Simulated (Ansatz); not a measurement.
Crystal: SiC (Moissanite 6H).

```xyz
12
Lattice="3.0950 0.0000 0.0000 -1.5475 2.6803 0.0000 0.0000 0.0000 15.1700" Properties=species:S:1:pos:R:3 pbc="T T T"
Si    1.5475    0.8934    6.9524
Si    0.0000    1.7869   14.5374
Si    1.5475    0.8934   12.0101
Si    0.0000    1.7869    4.4251
Si    0.0000    0.0000    9.4812
Si    0.0000    0.0000    1.8962
C     1.5475    0.8934    5.0562
C     0.0000    1.7869   12.6412
C     1.5475    0.8934   10.1138
C     0.0000    1.7869    2.5288
C     0.0000    0.0000    7.5850
C     0.0000    0.0000    0.0000
```

- Program: Ansatz 0.2.0
- Task: relaxation of cell and atoms
- Functional: PBEsol
- Dispersion: D4
- Potentials or basis: Ansatz PAW
- Cutoff: 420 eV (not typed: the program's choice for these potentials)
- k mesh: 10 × 10 × 2
- Occupations: fermi-dirac, width 0.05 eV
- Spin: no spin polarisation

At the start: volume 10.49 Å³/atom.

Q: Where does the relaxation end?

A: It ends after 8 steps and the volume is 10.22 Å³/atom (-2.5 %); space group P6_3mc (No. 186, to 0.05 Å).

The path:
```tsv
step	energy change (eV)	largest force (eV/Å)	volume (Å³)
1	0.0000	0.1433	125.85
2	-0.0481	0.0730	124.10
3	-0.0623	0.0135	122.64
4	-0.0622	0.0064	122.70
5	-0.0622	0.0002	122.70
6	-0.0570	0.0002	122.70
7	-0.0571	0.0000	122.66
8	-0.0570	0.0000	122.66
```

Final structure:
```yaml
crystal:
  lattice:
    - [3.06762, 0.00000, 0.00000]
    - [-1.53381, 2.65663, 0.00000]
    - [0.00000, 0.00000, 15.05086]
  atoms:
    - { symbol: Si, position: [0.66667, 0.33333, 0.45832] }
    - { symbol: Si, position: [0.33333, 0.66667, 0.95832] }
    - { symbol: Si, position: [0.66667, 0.33333, 0.79182] }
    - { symbol: Si, position: [0.33333, 0.66667, 0.29182] }
    - { symbol: Si, position: [0.00000, 0.00000, 0.62503] }
    - { symbol: Si, position: [0.00000, 0.00000, 0.12503] }
    - { symbol: C, position: [0.66667, 0.33333, 0.33332] }
    - { symbol: C, position: [0.33333, 0.66667, 0.83332] }
    - { symbol: C, position: [0.66667, 0.33333, 0.66682] }
    - { symbol: C, position: [0.33333, 0.66667, 0.16682] }
    - { symbol: C, position: [0.00000, 0.00000, 0.49969] }
    - { symbol: C, position: [0.00000, 0.00000, 0.99969] }
```

Caveat: the plane-wave basis is chosen anew once the cell has moved, so the energies of steps on either side of that aren't comparable; the PAW data sets come from PBE, with cores solved anew for the run's functional, which leaves a small shift of forces and pressure.
